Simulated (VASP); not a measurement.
Input of a VASP 6.6.1 run:

INCAR

```
SYSTEM = Sb
  PREC = Accurate
  ENCUT = 520
  EDIFF = 1E-6
  ISMEAR = 0
  SIGMA = 0.15
  LREAL = .FALSE.
  LASPH = .TRUE.
  NELM = 100
  ALGO = Fast
  ISIF = 2
  LWAVE = .FALSE.
  LCHARG = .FALSE.
  GGA = PS
  NBANDS = 8
```

KPOINTS

```
Automatic mesh
0
G
  24 24 24
  0 0 0
```

Contents of POSCAR:

```
Sb
1.0
   -1.6643017481      1.6643017481      2.4334687643
    1.6643017481     -1.6643017481      2.4334687643
    1.6643017481      1.6643017481     -2.4334687643
Sb
1
Direct
    0.0000000000      0.0000000000      0.0000000000
```

Potentials or basis: VASP PAW PBE potentials, release 64 (Sb).

The run is started by

```console
$ cat potpaw_PBE.64/Sb/POTCAR > POTCAR
$ mpirun -np 1 vasp_std > vasp.out
```

(1) What does it give for the pressure?

(2) Estimate the band gap on the k mesh.

## Answers

(1) -1.9 GPa.

(2) none (metal or under the smearing width).

Caveat: the PAW data sets were made with another functional, which shifts forces and pressure a little.
